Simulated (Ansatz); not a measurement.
# InSe (R3m), random displacements

All numbers below come from Ansatz 0.2.0, DFT PBE+D3(BJ), scalar-relativistic, plane waves, PAW. Settings: plane waves to 300 eV, k-mesh 6×6×6 (Γ-centred), Gaussian smearing 0.03 eV. The mesh is coarse. The cutoff lies under the one recommended for these potentials. No spin polarisation. Energies are free energies at this smearing, counted from the undisturbed cell; pressure is positive in compression.

Zero of the scan (as given, not relaxed at this level):

```
In Se
1.0
     2.00000    1.15470    8.31667
    -2.00000    1.15470    8.31667
     0.00000   -2.30940    8.31667
In Se
2 2
Direct
  0.00000 0.00000 0.00000
  0.11220 0.11220 0.11220
  0.61550 0.61550 0.61550
  0.83000 0.83000 0.83000
```

The atoms are displaced (Å, in the unstrained cell):

```csv
atom,ux,uy,uz
In1,0.178,-0.198,0.121
In2,0.079,0.022,0.026
Se3,-0.014,0.065,0.010
Se4,-0.242,0.111,-0.157
```

Strain (Voigt, engineering shear): (0.0944, 0.0151, -0.0013, 0.0158, -0.0737, -0.1830).

**Question.** What are the energy change, the stress and the forces?

**Answer.** ΔE = 389.4 meV/atom; stress (xx, yy, zz, yz, xz, xy; compression positive) (2.53, 6.75, 4.53, 2.51, 5.23, 7.07) GPa; gap on the mesh 0.23 eV.
| atom | Fx (eV/Å) | Fy | Fz |
| --- | --- | --- | --- |
| In1 | -0.25 | 1.00 | -0.73 |
| In2 | -3.07 | -0.83 | -2.25 |
| Se3 | 0.05 | -0.98 | 0.16 |
| Se4 | 3.27 | 0.81 | 2.82 |

Cost: 1 run of about 0.33 core-minutes, on Arm Neoverse V2 (shared hosts).